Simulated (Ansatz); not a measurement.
Runs of Ansatz 0.2.0 on Zn. It takes space group P6_3/mmc (No. 194, hexagonal). Conventional cell: a = 2.670 Å, b = 2.670 Å, c = 4.966 Å, α = 90.00°, β = 90.00°, γ = 120.00°. Zn (site symmetry -6m2) is surrounded by 12 Zn at 2.67 to 2.92 Å. 

| task | level | potentials or basis | spin | cell | k mesh | cutoff (eV) | smearing | other keys | mesh quality | gap on the mesh (eV) | pressure (GPa) |
| --- | --- | --- | --- | --- | --- | --- | --- | --- | --- | --- | --- |
| atomic charges | HF | PseudoDojo standard (PBE files) | off | as given | 8 × 8 × 4 | 1143 | gaussian 0.02 eV | - | not flagged | none | 10.6 |
| single point | HISS | SPMS NC | off | as given | 7 × 7 × 4 | 816 | gaussian 0.05 eV | - | coarse | none | -2.7 |
| density of states | HSEsol | SPMS NC | off | volume scaled by 0.96 | 7 × 7 × 4 | 816 | methfessel-paxton 0.01 eV | scf.occupations.method = methfessel_paxton; … | coarse | none | -2.3 |
| ladder of functionals | BPBE+D4 | Ansatz PAW | off | volume scaled by 1.08 | 11 × 11 × 6 | 420 | fermi-dirac 0.15 eV | scf.mixing.algorithm = anderson; scf.mixing.beta = 0.5 | not flagged | none | (a) |

Problem. Estimate the missing entries.

Solution. (a) -10.2.

Caveats: some runs use coarse meshes; the potentials were made for another functional, which shifts forces and pressure (some runs); the thresholds are loose for stress (some runs); pairwise dispersion overbinds metals, which lowers pressure and volume (some runs); the PAW data sets come from PBE, with cores solved anew for the run's functional, which leaves a small shift of forces and pressure (some runs); the dispersion damping was fitted for another functional or another form of the correction (some runs).

A gap of «none» marks a metal or a gap under the smearing width.

The runs don't all hold the same shells in valence.
